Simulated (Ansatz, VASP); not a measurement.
# CdSe (Cadmoselite): VASP beside Ansatz, part 2 of 3

Aim: how closely do two programs agree when they are given the same cell, functional and k mesh?

VASP 6.6.1 and Ansatz 0.2.0.

So far: The starting structure; Ansatz: band structure, HSEsol.

The database entry behind the starting cell differs from later determinations by our own check (inner coordinate of an old entry), so it need not match the best structure at ambient conditions.

## (3) VASP: band structure, HSEsol

Level of this step: HSEsol; plane waves and PAW (Cd, Se) (VASP).

The same cell, functional, mesh and smearing now go to VASP, with its own data sets and cutoff.

Lines of VASP's logs that name or quote its potential files are left out, and so is its time.

The run reads the wave functions of an earlier VASP run, which isn't shown here.

The input, INCAR:

```
SYSTEM = CdSe
PREC = Accurate
ENCUT = 400
EDIFF = 1E-06
NELM = 100
ISMEAR = 0
SIGMA = 0.02
LREAL = .FALSE.
ALGO = Normal
LHFCALC = .TRUE.
AEXX = 0.25
GGA = PS
HFSCREEN = 0.2
LASPH = .TRUE.
NBANDS = 24
PRECFOCK = Fast
LORBIT = 11
LWAVE = .FALSE.
LCHARG = .FALSE.
KPAR = 4
```

The input, POSCAR:

```
CdSe
1.0
    4.3000000000      0.0000000000      0.0000000000
   -2.1500000000      3.7239092363      0.0000000000
    0.0000000000      0.0000000000      7.0200000000
Cd Se
2 2
Direct
    0.3333333333      0.6666666667      0.0000000000
    0.6666666667      0.3333333333      0.5000000000
    0.3333333333      0.6666666667      0.3850000000
    0.6666666667      0.3333333333      0.8850000000
```

The input, KPOINTS:

```
Automatic mesh
0
Gamma
4 4 2
0 0 0
```

The input, KPOINTS_OPT:

```
Line mode
6
Line-mode
Reciprocal
  0.00000000   0.00000000   0.00000000 GAMMA
  0.50000000   0.00000000   0.00000000 M

  0.50000000   0.00000000   0.00000000 M
  0.33333333   0.33333333   0.00000000 K

  0.33333333   0.33333333   0.00000000 K
  0.00000000   0.00000000   0.00000000 GAMMA

  0.00000000   0.00000000   0.00000000 GAMMA
  0.00000000   0.00000000   0.50000000 A

  0.00000000   0.00000000   0.50000000 A
  0.50000000   0.00000000   0.50000000 L

  0.50000000   0.00000000   0.50000000 L
  0.33333333   0.33333333   0.50000000 H

  0.33333333   0.33333333   0.50000000 H
  0.00000000   0.00000000   0.50000000 A

  0.50000000   0.00000000   0.50000000 L
  0.50000000   0.00000000   0.00000000 M

  0.33333333   0.33333333   0.00000000 K
  0.33333333   0.33333333   0.50000000 H
```

Potentials, in the order of the species: Cd and Se (PBE family, release 64).

Run with:

```console
$ mpirun -np 8 vasp_std
```

Numbers of over 12 decimals in the logs are rounded to 6 here.

Log:

```text
[banner, memory and clock lines left out]
running    8 mpi-ranks, on    1 nodes
 distrk:  each k-point on    2 cores,    4 groups
 distr:  one band on    1 cores,    2 groups

 POSCAR found type information on POSCAR CdSe
 POSCAR found :  2 types and       4 ions
|                                                                             |
|           W    W    AA    RRRRR   N    N  II  N    N   GGGG   !!!           |
|           W    W   A  A   R    R  NN   N  II  NN   N  G    G  !!!           |
|           W    W  A    A  R    R  N N  N  II  N N  N  G       !!!           |
|           W WW W  AAAAAA  RRRRR   N  N N  II  N  N N  G  GGG   !            |
|           WW  WW  A    A  R   R   N   NN  II  N   NN  G    G                |
|           W    W  A    A  R    R  N    N  II  N    N   GGGG   !!!           |
|                                                                             |
|     For optimal performance we recommend to set                             |
|       NCORE = 2 up to number-of-cores-per-socket                            |
|     NCORE specifies how many cores store one orbital (NPAR=cpu/NCORE).      |
|     This setting can greatly improve the performance of VASP for DFT.       |
|     The default, NCORE=1 might be grossly inefficient on modern             |
|     multi-core architectures or massively parallel machines. Do your        |
|     Unfortunately you need to use the default for GW and RPA                |
|     calculations (for HF NCORE is supported but not extensively tested      |
|     yet).                                                                   |
|                                                                             |

|                                                                             |
|               ----> ADVICE to this user running VASP <----                  |
|                                                                             |
|     You enforced a specific xc type in the INCAR file but a different       |
|     [... a line on the potential file left out ...]
|     I HOPE YOU KNOW WHAT YOU ARE DOING!                                     |
|                                                                             |

 LDA part: xc-table for (Slater+PW92), standard interpolation
 found WAVECAR, reading the header
 POSCAR, INCAR and KPOINTS ok, starting setup
 FFT: planning ... GRIDC
 FFT: planning ... GRID_SOFT
 FFT: planning ... GRID
 reading WAVECAR
 the WAVECAR file was read successfully
 initial charge from wavefunction
 entering main loop
       N       E                     dE             d eps       ncg     rms          rms(c)
DAV:   1    -0.145997754886E+02   -0.14600E+02   -0.74598E-01   392   0.633E+00    0.244E+00
DAV:   2    -0.146099848102E+02   -0.10209E-01   -0.56707E-02   432   0.238E+00    0.155E+00
DAV:   3    -0.146089953263E+02    0.98948E-03   -0.23902E-03   440   0.491E-01    0.936E-01
DAV:   4    -0.146085872349E+02    0.40809E-03   -0.25022E-04   456   0.141E-01    0.541E-01
DAV:   5    -0.146084484297E+02    0.13881E-03   -0.66509E-05   448   0.579E-02    0.312E-01
DAV:   6    -0.146084045818E+02    0.43848E-04   -0.21419E-05   432   0.318E-02    0.180E-01
DAV:   7    -0.146083895756E+02    0.15006E-04   -0.52071E-06   432   0.168E-02    0.104E-01
DAV:   8    -0.146083844029E+02    0.51727E-05   -0.18352E-06   368   0.968E-03    0.601E-02
DAV:   9    -0.146083826628E+02    0.17401E-05   -0.76166E-07   264   0.603E-03    0.349E-02
DAV:  10    -0.146083821205E+02    0.54230E-06   -0.29757E-07   256   0.368E-03
   1 F= -.14608382E+02 E0= -.14608382E+02  d E =-.330419E-17
 Start KPOINTS_OPT (optional k-point list driver)
k-point batch [1-8\54]
       N       E                     dE             ncg
DAV:   1     0.275679238802E+03   -0.46439E+04      384
DAV:   2    -0.181960475751E+04   -0.20953E+04      432
DAV:   3    -0.196252234245E+04   -0.14292E+03      432
DAV:   4    -0.196542937453E+04   -0.29070E+01      464
DAV:   5    -0.196545652815E+04   -0.27154E-01      448
DAV:   6    -0.196545678698E+04   -0.25882E-03      440
DAV:   7    -0.196545679068E+04   -0.37057E-05      376
DAV:   8    -0.196545679078E+04   -0.95280E-07      320
[...]
k-point batch [49-54\54]
       N       E                     dE             ncg
DAV:   1     0.207561501898E+04   -0.60121E+04      288
DAV:   2     0.524034530019E+03   -0.15516E+04      320
DAV:   3     0.429655405948E+03   -0.94379E+02      368
DAV:   4     0.428048644037E+03   -0.16068E+01      344
DAV:   5     0.428036838822E+03   -0.11805E-01      336
DAV:   6     0.428036759627E+03   -0.79195E-04      328
DAV:   7     0.428036758917E+03   -0.70992E-06      224
```

Parts of OUTCAR (step 3):

```text
ion  position               nearest neighbor table
   1  0.333  0.667  0.000-   4 2.61   4 2.61   4 2.61   3 2.70
   2  0.667  0.333  0.500-   3 2.61   3 2.61   3 2.61   4 2.70
   3  0.333  0.667  0.385-   2 2.61   2 2.61   2 2.61   1 2.70
   4  0.667  0.333  0.885-   1 2.61   1 2.61   1 2.61   2 2.70

  LATTYP: Found a hexagonal cell.
 ALAT       =     4.3000000000
 C/A-ratio  =     1.6325581395

 Subroutine GETGRP returns: Found 12 space group operations
 (whereof  6 operations were pure point group operations)

The static configuration has the point symmetry C_3v.
 The point group associated with its full space group is C_6v.

 Found      8 irreducible k-points:

   k-points           NKPTS =      8   k-points in BZ     NKDIM =     32   number of bands    NBANDS=     24

   dimension x,y,z NGX =    28 NGY =   28 NGZ =   48
   dimension x,y,z NGXF=    56 NGYF=   56 NGZF=   96

   ENCUT  =  400.0 eV  29.40 Ry    5.42 a.u.   7.01  7.01 11.45*2*pi/ulx,y,z

   NELECT =      36.0000    total number of electrons

 k-points in reciprocal lattice and weights: Automatic mesh
   0.00000000  0.00000000  0.00000000       0.031
   0.25000000 -0.00000000  0.00000000       0.188
   0.50000000 -0.00000000  0.00000000       0.094
   0.25000000  0.25000000  0.00000000       0.188
   0.00000000  0.00000000  0.50000000       0.031
   0.25000000 -0.00000000  0.50000000       0.188
   0.50000000 -0.00000000  0.50000000       0.094
   0.25000000  0.25000000  0.50000000       0.188

  exchange ACFDT corr.  =         0.00000000  see jH, gK, PRB 81, 115126

 average (electrostatic) potential at core
       1 -33.4961       2 -33.4961       3 -52.6836       4 -52.6836

 E-fermi :   0.3546

 k-point     1 :       0.0000    0.0000    0.0000
  band No.  band energies     occupation
    ...
     14      -0.5458      2.00000
     15      -0.5458      2.00000
     16       0.2376      2.00000
     17       0.2376      2.00000
     18       0.2403      2.00000
     19       1.7729      0.00000
     20       3.2530      0.00000
     21       7.0883      0.00000
     22       7.0883      0.00000
     23       7.3725      0.00000
    ...

 k-point     2 :       0.2500   -0.0000    0.0000
  band No.  band energies     occupation
    ...
     14      -2.4635      2.00000
     15      -2.0414      2.00000
     16      -1.2190      2.00000
     17      -0.2328      2.00000
     18      -0.2241      2.00000
     19       3.7467      0.00000
     20       4.6068      0.00000
     21       6.3815      0.00000
     22       7.0929      0.00000
     23       7.8378      0.00000
    ...

 k-point     3 :       0.5000   -0.0000    0.0000
  band No.  band energies     occupation
    ...
     14      -3.7383      2.00000
     15      -2.5345      2.00000
     16      -1.7731      2.00000
     17      -1.0952      2.00000
     18      -0.6604      2.00000
     19       4.3863      0.00000
     20       4.4180      0.00000
     21       5.8407      0.00000
     22       7.5053      0.00000
     23       7.8556      0.00000
    ...

  energy-cutoff  :      400.00
  volume of cell :      112.41
      direct lattice vectors                 reciprocal lattice vectors
     4.300000000  0.000000000  0.000000000     0.232558140  0.134267504  0.000000000
    -2.150000000  3.723909236  0.000000000     0.000000000  0.268535009  0.000000000
     0.000000000  0.000000000  7.020000000     0.000000000  0.000000000  0.142450142

 POSITION                                       TOTAL-FORCE (eV/Angst)
 -----------------------------------------------------------------------------------
     -0.00000      2.48261      0.00000         0.000000      0.000000      0.288815
      2.15000      1.24130      3.51000        -0.000000      0.000000      0.288815
     -0.00000      2.48261      2.70270         0.000000      0.000000     -0.288815
      2.15000      1.24130      6.21270        -0.000000     -0.000000     -0.288815
 -----------------------------------------------------------------------------------
    total drift:                               -0.000010      0.000002      0.000038

  FREE ENERGIE OF THE ION-ELECTRON SYSTEM (eV)
  ---------------------------------------------------
  free  energy   TOTEN  =       -14.6083821205 eV

  energy  without entropy=      -14.6083821205  energy(sigma->0) =      -14.60838212

 total charge
# of ion       s       p       d       tot
------------------------------------------
    1        0.418   0.315   9.591  10.325
    2        0.418   0.315   9.591  10.325
    3        1.448   2.452   0.021   3.921
    4        1.448   2.452   0.021   3.921
--------------------------------------------------
tot          3.734   5.534  19.224  28.491

[... 3 further parts left out ...]
```

The k-mesh is coarse for exact exchange; levels may shift by about 0.1 eV on a finer one. Spin-orbit coupling is off here; it would split degenerate levels, and it lifts a valence top of Se p states by about 0.1 eV.

## (4) Side by side

Known differences besides the potentials themselves: exact exchange at q = 0 is treated differently, which shows on coarse meshes; VASP keeps PBE cores, Ansatz makes them for the functional; the data sets hold 72 valence electrons in Ansatz (default PAW (the set named soft_2) files) and 36 in VASP; the cutoff is 420 eV in Ansatz and 400 eV in VASP; VASP takes a coarser grid for exact exchange (PRECFOCK = Fast). Total energies have different zeros and are not compared.

Both answers:

| quantity | Ansatz | VASP | difference |
| --- | --- | --- | --- |
| gap over the path points (eV) | 1.530 | 1.533 | -0.003 |

Forces (eV/Å; atoms numbered as in POSCAR):

```
atom        Ansatz x, y, z          VASP x, y, z
 Cd1   0.000, 0.000, 0.281   0.000, 0.000, 0.289
 Cd2   0.000, 0.000, 0.281   0.000, 0.000, 0.289
 Se3  0.000, 0.000, -0.281  0.000, 0.000, -0.289
 Se4  0.000, 0.000, -0.281  0.000, 0.000, -0.289
```

Levels at points of the path, from each program's valence-band top (eV; 4 filled, then empty):

```csv
k (reciprocal lattice),Ansatz,VASP
0.000 0.000 0.000,-0.78 0.00 0.00 0.00 1.53 3.01 6.85,-0.79 0.00 0.00 0.00 1.53 3.01 6.85
0.400 0.000 0.000,-2.89 -1.91 -1.10 -0.82 4.10 4.21 5.75,-2.89 -1.91 -1.10 -0.82 4.10 4.21 5.75
0.400 0.200 0.000,-2.98 -2.31 -1.64 -1.53 5.13 5.39 5.54,-2.98 -2.31 -1.64 -1.53 5.15 5.40 5.55
0.200 0.200 0.000,-2.79 -2.21 -1.12 -0.85 4.48 5.47 5.96,-2.79 -2.21 -1.12 -0.85 4.49 5.48 5.97
0.000 0.000 0.100,-0.77 -0.27 -0.02 -0.02 1.78 3.03 6.86,-0.77 -0.27 -0.02 -0.02 1.78 3.03 6.86
0.000 0.000 0.500,-0.41 -0.41 -0.41 -0.41 3.23 3.23 6.76,-0.41 -0.41 -0.41 -0.41 3.23 3.23 6.78
0.400 0.000 0.500,-1.43 -1.43 -1.40 -1.40 3.93 3.93 5.78,-1.43 -1.43 -1.40 -1.40 3.94 3.94 5.78
0.400 0.200 0.500,-2.35 -2.35 -1.18 -1.18 4.52 4.52 6.38,-2.35 -2.35 -1.18 -1.18 4.53 4.53 6.38
0.200 0.200 0.500,-1.77 -1.77 -1.32 -1.32 4.72 4.72 6.12,-1.77 -1.77 -1.32 -1.32 4.72 4.72 6.13
0.500 0.000 0.400,-1.71 -1.66 -1.32 -1.18 3.63 4.07 5.63,-1.71 -1.66 -1.32 -1.18 3.63 4.08 5.64
```

The forces differ by 4.3 meV/Å r.m.s., which is 2.6 % of the r.m.s. force of 0.17 eV/Å (both taken over all components). Among the levels compared at these points, filled levels agree within 2 meV and empty ones within 18 meV.

## (5) VASP: band structure, HSE06, spin-orbit coupling

The same path points are solved in both programs, so levels can be compared one by one.

The run reads the wave functions of an earlier VASP run, which isn't shown here.

Edit INCAR of step 3 so:

```diff
@@ -11,6 +11,10 @@
 AEXX = 0.25
-GGA = PS
+GGA = PE
 HFSCREEN = 0.2
 LASPH = .TRUE.
-NBANDS = 24
+LNONCOLLINEAR = .TRUE.
+MAGMOM = 0 0 0 0 0 0 0 0 0 0 0 0
+NBANDS = 48
+GGA_COMPAT = .FALSE.
+LSORBIT = .TRUE.
 PRECFOCK = Fast
```

POSCAR is that of step 3.

KPOINTS is that of step 3.

KPOINTS_OPT is that of step 3.

Run with:

```console
$ mpirun -np 8 vasp_ncl
```

Log:

```text
[banner, memory and clock lines left out]
running    8 mpi-ranks, on    1 nodes
[...]
[... a notice as in an earlier step ...]

 LDA part: xc-table for (Slater+PW92), standard interpolation
 found WAVECAR, reading the header
 POSCAR, INCAR and KPOINTS ok, starting setup
[...]
reading WAVECAR
 the WAVECAR file was read successfully
 initial charge from wavefunction
 entering main loop
       N       E                     dE             d eps       ncg     rms          rms(c)
DAV:   1    -0.137328368631E+02   -0.13733E+02   -0.10004E+00   776   0.812E+00    0.302E+00
DAV:   2    -0.137428451403E+02   -0.10008E-01   -0.95150E-02   832   0.324E+00    0.178E+00
DAV:   3    -0.137402318163E+02    0.26133E-02   -0.68427E-03   848   0.842E-01    0.108E+00
DAV:   4    -0.137395106052E+02    0.72121E-03   -0.82708E-04   872   0.247E-01    0.640E-01
[...]
DAV:   8    -0.137392311724E+02    0.68304E-05   -0.29900E-06   720   0.123E-02    0.710E-02
DAV:   9    -0.137392291937E+02    0.19787E-05   -0.12203E-06   656   0.757E-03    0.406E-02
DAV:  10    -0.137392287064E+02    0.48731E-06   -0.47939E-07   560   0.479E-03
   1 F= -.13739229E+02 E0= -.13739229E+02  d E =-.801693E-24  mag=    -0.0000     0.0000    -0.0000
 Start KPOINTS_OPT (optional k-point list driver)
k-point batch [1-8\54]
       N       E                     dE             ncg
DAV:   1     0.362766983160E+03   -0.37349E+04      768
DAV:   2    -0.177297060111E+04   -0.21357E+04      840
DAV:   3    -0.193278529755E+04   -0.15981E+03      864
DAV:   4    -0.193687046882E+04   -0.40852E+01      864
DAV:   5    -0.193691512136E+04   -0.44653E-01      848
DAV:   6    -0.193691578140E+04   -0.66004E-03      872
DAV:   7    -0.193691579332E+04   -0.11920E-04      712
DAV:   8    -0.193691579362E+04   -0.29913E-06      592
[...]
k-point batch [49-54\54]
       N       E                     dE             ncg
DAV:   1     0.191632865007E+04   -0.56699E+04      576
DAV:   2     0.343469464425E+03   -0.15729E+04      624
DAV:   3     0.237685682489E+03   -0.10578E+03      704
DAV:   4     0.235364153292E+03   -0.23215E+01      648
DAV:   5     0.235345772867E+03   -0.18380E-01      640
DAV:   6     0.235345600262E+03   -0.17260E-03      648
DAV:   7     0.235345598536E+03   -0.17266E-05      528
DAV:   8     0.235345598503E+03   -0.33173E-07      440
```

[end of part 2 of 3]

[Lines on the potential files, build, host, timing and source positions are cut from VASP's logs without a mark.]

[Logs are printed without paths, hosts, clocks, repeated set-up lines and the standing remarks that a program may print on its own settings, such as how far it seeks lower states.]

[Hosts, paths, dates, database ids (printed as entryN), source tags and the programs' standing remarks are cut or masked in the printed files.]
